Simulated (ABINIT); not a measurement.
# CaF2 (Fluorite) (Fm-3m) in ABINIT: equation of state

Aim: energy against volume of CaF2 (Fluorite) in PBE, for its equilibrium volume and stiffness.

All numbers are computed with ABINIT 10.8.3 (patched build); they aren't measurements. Logs are shortened: lines on timing, memory, paths and dates and some standing lists are left out, and cuts for length are marked. The log counts tension as positive stress, the text compression.

### Step 1. Starting point

The structure is cubic, space group Fm-3m (No. 225). Conventional cell: a = 5.462 Å, b = 5.462 Å, c = 5.462 Å, α = 90.00°, β = 90.00°, γ = 90.00°. Around Ca (site symmetry m-3m) lie 8 F at 2.37 Å. F (site symmetry -43m) is surrounded by 4 Ca at 2.37 Å.

### Step 2. Equation of state, PBE

run.abi

```
# Datasets: one volume each
ndtset 7
getwfk -1
scalecart1 3*0.9795861087
scalecart2 3*0.9864848297
scalecart3 3*0.9932883884
scalecart4 3*1.0000000000
scalecart5 3*1.0066227096
scalecart6 3*1.0131594038
scalecart7 3*1.0196128224

# Pseudopotentials
pp_dirpath "./"
pseudos "Ca.GGA_PBE-JTH.xml, F.GGA_PBE-JTH.xml"

# Structure
acell 3*1.0 Angstrom
rprim
     0.0000000000     2.7310000000     2.7310000000
     2.7310000000     0.0000000000     2.7310000000
     2.7310000000     2.7310000000     0.0000000000
ntypat 2
znucl 20 9
natom 3
typat 1 2 2
xred
     0.0000000000     0.0000000000     0.0000000000
     0.7500000000     0.7500000000     0.7500000000
     0.2500000000     0.2500000000     0.2500000000

# Plane-wave basis
ecut 23.0
pawecutdg 45.0
pawxcdev 0

# k points
kptopt 1
ngkpt 8 8 8
nshiftk 1
shiftk 0.0 0.0 0.0

# Exchange and correlation
ixc 11

# Bands and occupations
nband 16
occopt 3
tsmear 0.00183747

# SCF cycle
nstep 100
tolvrs 1.0e-9

# Output
iomode 3
prtwf 1
prtden 0
prteig 0
prtebands 0
```

Potentials or basis: JTH PAW PBE v2.0.

The run is started by

```
> abinit run.abi > log 2>&1
```

run.abo:

```text
.Version 10.8.3 of ABINIT
 DATASET    1 : space group Fm -3 m (#225); Bravais cF (face-center cubic)
================================================================================
 Values of the parameters that define the memory need for DATASET  1.
     intxc =       0    ionmov =       0      iscf =      17    lmnmax =      18
     lnmax =       6     mgfft =      32  mpssoang =       3    mqgrid =    3001
     natom =       3  nloc_mem =       2    nspden =       1   nspinor =       1
    nsppol =       1      nsym =      48    n1xccc =       1    ntypat =       2
    occopt =       3   xclevel =       2
       mpw =        1374          nfft =       32768          nkpt =          29
 PAW method is used; the additional fine FFT grid is defined by:
   mgfftf=        45    nfftf =     91125
================================================================================
================================================================================
[... 71 lines left out ...]
 DATASET    7 : space group Fm -3 m (#225); Bravais cF (face-center cubic)
================================================================================
 Values of the parameters that define the memory need for DATASET  7.
     intxc =       0    ionmov =       0      iscf =      17    lmnmax =      18
     lnmax =       6     mgfft =      36  mpssoang =       3    mqgrid =    3001
     natom =       3  nloc_mem =       2    nspden =       1   nspinor =       1
    nsppol =       1      nsym =      48    n1xccc =       1    ntypat =       2
    occopt =       3   xclevel =       2
       mpw =        1545          nfft =       46656          nkpt =          29
 PAW method is used; the additional fine FFT grid is defined by:
   mgfftf=        48    nfftf =    110592
================================================================================
================================================================================

--------------------------------------------------------------------------------
------------- Echo of variables that govern the present computation ------------
--------------------------------------------------------------------------------
 -outvars: echo values of preprocessed input variables --------
            acell      1.8897261259E+00  1.8897261259E+00  1.8897261259E+00 Bohr
              amu      4.00780000E+01  1.89984032E+01
             ecut      2.30000000E+01 Hartree
           getwfk          -1
              ixc          11
           jdtset        1    2    3    4    5    6    7
         kptrlatt        8    0    0      0    8    0      0    0    8
          kptrlen1     5.71963309E+01
          kptrlen2     5.75991352E+01
          kptrlen3     5.79963832E+01
          kptrlen4     5.83882626E+01
          kptrlen5     5.87749511E+01
          kptrlen6     5.91566173E+01
          kptrlen7     5.95334212E+01
            natom           3
            nband          16
           ndtset           7
            ngfft1         32      32      32
            ngfft2         32      32      32
            ngfft3         32      32      32
            ngfft4         32      32      32
            ngfft5         32      32      32
            ngfft6         32      32      32
            ngfft7         36      36      36
          ngfftdg1         45      45      45
          ngfftdg2         45      45      45
          ngfftdg3         45      45      45
          ngfftdg4         48      48      48
          ngfftdg5         48      48      48
          ngfftdg6         48      48      48
          ngfftdg7         48      48      48
             nkpt          29
            nstep         100
             nsym          48
           ntypat           2
           occopt           3
        pawecutdg      4.50000000E+01 Hartree
         pawxcdev           0
           prtden           0
        prtebands           0
           prteig           0
            rprim1     0.0000000000E+00  2.6752496629E+00  2.6752496629E+00
                       2.6752496629E+00  0.0000000000E+00  2.6752496629E+00
                       2.6752496629E+00  2.6752496629E+00  0.0000000000E+00
            rprim2     0.0000000000E+00  2.6940900699E+00  2.6940900699E+00
                       2.6940900699E+00  0.0000000000E+00  2.6940900699E+00
                       2.6940900699E+00  2.6940900699E+00  0.0000000000E+00
            rprim3     0.0000000000E+00  2.7126705887E+00  2.7126705887E+00
[... 27 lines left out ...]
                       1.3563352944E+00  1.3563352944E+00  1.3563352944E+00
           xangst4     0.0000000000E+00  0.0000000000E+00  0.0000000000E+00
                       4.0965000000E+00  4.0965000000E+00  4.0965000000E+00
                       1.3655000000E+00  1.3655000000E+00  1.3655000000E+00
           xangst5     0.0000000000E+00  0.0000000000E+00  0.0000000000E+00
                       4.1236299299E+00  4.1236299299E+00  4.1236299299E+00
                       1.3745433100E+00  1.3745433100E+00  1.3745433100E+00
           xangst6     0.0000000000E+00  0.0000000000E+00  0.0000000000E+00
                       4.1504074977E+00  4.1504074977E+00  4.1504074977E+00
[... 10 lines left out ...]
            xcart3     0.0000000000E+00  0.0000000000E+00  0.0000000000E+00
                       7.6893067237E+00  7.6893067237E+00  7.6893067237E+00
                       2.5631022412E+00  2.5631022412E+00  2.5631022412E+00
            xcart4     0.0000000000E+00  0.0000000000E+00  0.0000000000E+00
                       7.7412630748E+00  7.7412630748E+00  7.7412630748E+00
                       2.5804210249E+00  2.5804210249E+00  2.5804210249E+00
            xcart5     0.0000000000E+00  0.0000000000E+00  0.0000000000E+00
                       7.7925312121E+00  7.7925312121E+00  7.7925312121E+00
                       2.5975104040E+00  2.5975104040E+00  2.5975104040E+00
            xcart6     0.0000000000E+00  0.0000000000E+00  0.0000000000E+00
                       7.8431334815E+00  7.8431334815E+00  7.8431334815E+00
                       2.6143778272E+00  2.6143778272E+00  2.6143778272E+00
            xcart7     0.0000000000E+00  0.0000000000E+00  0.0000000000E+00
                       7.8930910926E+00  7.8930910926E+00  7.8930910926E+00
                       2.6310303642E+00  2.6310303642E+00  2.6310303642E+00
             xred      0.0000000000E+00  0.0000000000E+00  0.0000000000E+00
                       7.5000000000E-01  7.5000000000E-01  7.5000000000E-01
                       2.5000000000E-01  2.5000000000E-01  2.5000000000E-01
            znucl       20.00000    9.00000

================================================================================

 chkinp: Checking input parameters for consistency, jdtset=   1.

 chkinp: Checking input parameters for consistency, jdtset=   2.
[... 40 lines left out ...]
 getcut: wavevector=  0.0000  0.0000  0.0000  ngfft=  45  45  45
         ecut(hartree)=     45.000   => boxcut(ratio)=   2.03799

--- Pseudopotential description ------------------------------------------------
- pspini: atom type   1  psp file is ./Ca.GGA_PBE-JTH.xml
 Pseudopotential format is: paw10
 basis_size (lnmax)=  6 (lmn_size= 18), orbitals=   0   0   1   1   2   2
 Spheres core radius: rc_sph= 1.91415326
 Shapefunction is SIN type: shapef(r)=[sin(pi*r/rshp)/(pi*r/rshp)]**2
 Radius for shape functions =  1.70813664
 Compensation charge density is not taken into account in XC energy/potential

- pspini: atom type   2  psp file is ./F.GGA_PBE-JTH.xml
 Pseudopotential format is: paw10
 basis_size (lnmax)=  4 (lmn_size=  8), orbitals=   0   0   1   1
 Spheres core radius: rc_sph= 1.40288605
 Shapefunction is SIN type: shapef(r)=[sin(pi*r/rshp)/(pi*r/rshp)]**2
 Radius for shape functions =  1.20455331
 Compensation charge density is not taken into account in XC energy/potential

   6.63721049E+02                                ecore*ucvol(ha*bohr**3)
--------------------------------------------------------------------------------

================================================================================

--- !BeginCycle
iteration_state: {dtset: 1, }
solver: {iscf: 17, nstep: 100, nline: 4, wfoptalg: 10, }
tolerances: {tolvrs: 1.00E-09, }
...
[... 1138 lines left out ...]
 getcut: wavevector=  0.0000  0.0000  0.0000  ngfft=  36  36  36
         ecut(hartree)=     23.000   => boxcut(ratio)=   2.24080

 getcut : COMMENT -
  Note that boxcut > 2.2 ; recall that boxcut=Gcut(box)/Gcut(sphere) = 2
  is sufficient for exact treatment of convolution.
  Such a large boxcut is a waste : you could raise ecut
  e.g. ecut=   28.871746 Hartrees makes boxcut=2

 Fine grid specifications (used for densities):

 getcut: wavevector=  0.0000  0.0000  0.0000  ngfft=  48  48  48
         ecut(hartree)=     45.000   => boxcut(ratio)=   2.13599
--------------------------------------------------------------------------------
[... 154 lines left out ...]
-Cartesian components of stress tensor (GPa)         [Pressure= -2.4786E+00 GPa]
- sigma(1 1)=  2.47857334E+00  sigma(3 2)=  0.00000000E+00
- sigma(2 2)=  2.47857334E+00  sigma(3 1)=  0.00000000E+00
- sigma(3 3)=  2.47857334E+00  sigma(2 1)=  0.00000000E+00

== END DATASET(S) ==============================================================
================================================================================

 -outvars: echo values of variables after computation  --------
            acell      1.8897261259E+00  1.8897261259E+00  1.8897261259E+00 Bohr
           etotal1    -8.6088307910E+01
           etotal2    -8.6089653165E+01
           etotal3    -8.6090590383E+01
           etotal4    -8.6091146803E+01
           etotal5    -8.6091393493E+01
           etotal6    -8.6091350915E+01
           etotal7    -8.6091045344E+01
            fcart1    -1.3870263953E-31 -1.3870263953E-31  1.2483237557E-30
                      -4.7158897439E-30  1.1096211162E-30  1.6644316743E-30
                       4.8545923834E-30 -9.7091847668E-31 -2.9127554300E-30
            fcart2    -3.7876481298E-31  1.0329949445E-31  1.7216582408E-31
                       3.4433164816E-32  1.0329949445E-31 -2.4103215371E-31
                       3.4433164816E-31 -2.0659898890E-31  6.8866329633E-32
            fcart3    -0.0000000000E+00 -0.0000000000E+00 -0.0000000000E+00
                      -0.0000000000E+00 -0.0000000000E+00 -0.0000000000E+00
                      -0.0000000000E+00 -0.0000000000E+00 -0.0000000000E+00
            fcart4    -1.0190338419E-31 -3.3967794730E-32  1.0190338419E-31
[... 52 lines left out ...]
           xangst3     0.0000000000E+00  0.0000000000E+00  0.0000000000E+00
                       4.0690058831E+00  4.0690058831E+00  4.0690058831E+00
                       1.3563352944E+00  1.3563352944E+00  1.3563352944E+00
           xangst4     0.0000000000E+00  0.0000000000E+00  0.0000000000E+00
                       4.0965000000E+00  4.0965000000E+00  4.0965000000E+00
                       1.3655000000E+00  1.3655000000E+00  1.3655000000E+00
           xangst5     0.0000000000E+00  0.0000000000E+00  0.0000000000E+00
                       4.1236299299E+00  4.1236299299E+00  4.1236299299E+00
                       1.3745433100E+00  1.3745433100E+00  1.3745433100E+00
           xangst6     0.0000000000E+00  0.0000000000E+00  0.0000000000E+00
                       4.1504074977E+00  4.1504074977E+00  4.1504074977E+00
                       1.3834691659E+00  1.3834691659E+00  1.3834691659E+00
           xangst7     0.0000000000E+00  0.0000000000E+00  0.0000000000E+00
                       4.1768439270E+00  4.1768439270E+00  4.1768439270E+00
                       1.3922813090E+00  1.3922813090E+00  1.3922813090E+00
             xred      0.0000000000E+00  0.0000000000E+00  0.0000000000E+00
                       7.5000000000E-01  7.5000000000E-01  7.5000000000E-01
                       2.5000000000E-01  2.5000000000E-01  2.5000000000E-01
 Calculation completed.
```

Run time: 2.1 min. Hardware: 1 thread of Arm Neoverse V2, shared host; peak memory 0.16 GiB.

What came out:

```yaml
Equilibrium_volume: 13.94 Å³/atom
Bulk_modulus: 76 GPa
Pressure_derivative_of_the_bulk_modulus: "5.2 (rough: it moves with the points fitted)"
```

Energy against volume, from the lowest point:
```csv
volume (Å³/atom),energy (meV/atom)
12.764,27.99
13.036,15.79
13.308,7.28
13.579,2.24
13.851,0.00
14.122,0.39
14.394,3.16
```

Caveat: pressures at fixed basis lie under the slope of the energies.
